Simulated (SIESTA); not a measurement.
## MnO: elastic constants with PBEsol

Crystal: MnO.

```
Mn O
1.0
     0.00002    2.18191    2.18191
     2.18191    0.00002    2.18191
     2.18191    2.18191    0.00002
Mn O
1 1
Cartesian
  0.0000 0.0000 0.0000
  2.1819 2.1819 2.1819
```

The cell is a database's computed one.

The cell isn't the ideal one: cell relaxed.

```
Program                  : SIESTA 5.4.2
Task                     : elastic constants
Functional               : PBEsol
Potentials or basis      : PseudoDojo 0.4 standard (PBEsol files)
Basis                    : DZP (energy shift 0.003 Ry; two zetas on semicore shells)
Grid cutoff              : 800 Ry
Energy shift             : 0.003 Ry
k mesh                   : 8 × 8 × 8
Occupations              : fermi-dirac, width 0.05 eV
Spin                     : collinear spin, ferromagnetic start
Starting moments         : [4.0, 0.0] μB
force tolerance          : 0.005 eV/Å
Hamiltonian tolerance    : 0.0001 eV
density-matrix tolerance : 1e-05
```

| Quantity | Value |
| --- | --- |
| Elastic constants C11, C12, C44 | 154, 156, 70 GPa |
| Voigt bulk modulus | 155 GPa |

Elastic tensor in Voigt notation (GPa, in the Cartesian axes of the cell as first typed):
```
154 156 156   0   0   0
156 154 156   0   0   0
156 156 154   0   0   0
  0   0   0  70   0   0
  0   0   0   0  70   0
  0   0   0   0   0  70
```

All runs of the series together: 20 min on 1 thread of Intel(R) Xeon(R) Platinum 8259CL CPU @ 2.50GHz (Skylake/Cascade Lake) (shared host).

Caveat: short orbitals over semicore shells can move pressures by several GPa; the elastic tensor has a negative eigenvalue, so either the cell is unstable as it stands or the mesh is too thin; the basis of atomic orbitals isn't converged, which shifts pressures, moduli and gaps.
